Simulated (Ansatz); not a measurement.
# Mo (Fm-3m): equation of state with a fit in Python

Where is the equilibrium volume of Mo (Fm-3m), and how stiff is it? Wanted for Mo (Fm-3m): an equation of state with a fit.

This is Mo in the fcc structure; at room conditions it is bcc.

All numbers are computed with Ansatz 0.2.0 through its Python package. Level of theory: DFT PBE, plane waves, PAW.

## 1. The structure

The structure is cubic, space group Fm-3m (No. 225). Conventional cell: a = 4.030 Å, b = 4.030 Å, c = 4.030 Å, α = 90.00°, β = 90.00°, γ = 90.00°. Around Mo (site symmetry m-3m) lie 12 Mo at 2.85 Å.

The script holds or builds the structure itself.

## 2. The code

Contents of mo_eos.py:

```python
import ansatz as az
from ase.eos import EquationOfState
from ase.units import GPa
import numpy as np

VECTORS = np.array([
    [0.0, 2.015, 2.015],
    [2.015, 0.0, 2.015],
    [2.015, 2.015, 0.0],
])
SITES = [
    ('Mo', (0.0, 0.0, 0.0)),
]


def make_crystal(cell):
    crystal = az.Crystal(lattice=az.Lattice.of(cell))
    for symbol, position in SITES:
        crystal = crystal.atom(symbol, position)
    return crystal

volumes, energies = [], []
for scale in np.linspace(0.88, 1.12, 7):
    cell = VECTORS * scale ** (1 / 3)
    job = (
        make_crystal(cell).calculation()
        .functional('pbe')
        .basis(31 * az.Ry, xc_grid=2)
        .occupations('gaussian', width=0.05)
        .scf(max_iterations=200)
        .kpoints(10, 10, 10)
    )
    summary = job.run().report
    volumes.append(abs(np.linalg.det(cell)) / len(SITES))
    energies.append(summary['free_energy_ev'] / len(SITES))
    print(f'V = {volumes[-1]:8.4f} A^3/atom  F = {energies[-1]:.5f} eV/atom')

eos = EquationOfState(volumes, energies, eos='birchmurnaghan')
v0, e0, bulk = eos.fit()
print(f'V0 = {v0:.4f} A^3/atom, E0 = {e0:.5f} eV/atom, B = {bulk / GPa:.1f} GPa')
eos.plot('eos.png')
```

## 3. The input behind the calls

The package turns the script's settings into the engine's input (first run):

```yaml
crystal:
  lattice:
    - [0.0, 1.930942202396302, 1.930942202396302]
    - [1.930942202396302, 0.0, 1.930942202396302]
    - [1.930942202396302, 1.930942202396302, 0.0]
  atoms:
    - { symbol: Mo, position: [0.0, 0.0, 0.0] }
basis:
  ecutwfc: 421.77648681281397
  xc_grid: 2
kpoints:
  mp_grid:
    grid: [10, 10, 10]
hamiltonian:
  xc: pbe
scf:
  max_iter: 200
  occupations:
    method: gaussian
    width: 0.05
```

## 4. Running it

Run with:

```
$ python mo_eos.py
```

**Question.** Where does the minimum lie against the volume typed, and how stiff is the crystal?

The runs gave:

| quantity | value |
| --- | --- |
| runs compared | 7 |
| range of energy | 196.37 meV/atom |
| lowest point, volume (Å³/atom) | 15.708 |
| equilibrium volume (fit) | 15.98 Å³/atom |
| bulk modulus (fit) | 237 GPa |

**Reading.** A third-order Birch-Murnaghan fit through the 7 points has its minimum at 15.98 Å³ an atom, 2.3 % below the typed cell, with a bulk modulus of 237 GPa. From that minimum the energy rises by 139.4 meV an atom on the compressed side and 200.0 meV on the expanded side. What to keep in mind:
- The mesh is modest for a metal, so energies can be off by several to tens of meV an atom and pressures by half a GPa or more; differences at equal mesh fare better.
- This isn't the structure that Mo takes at ambient conditions.
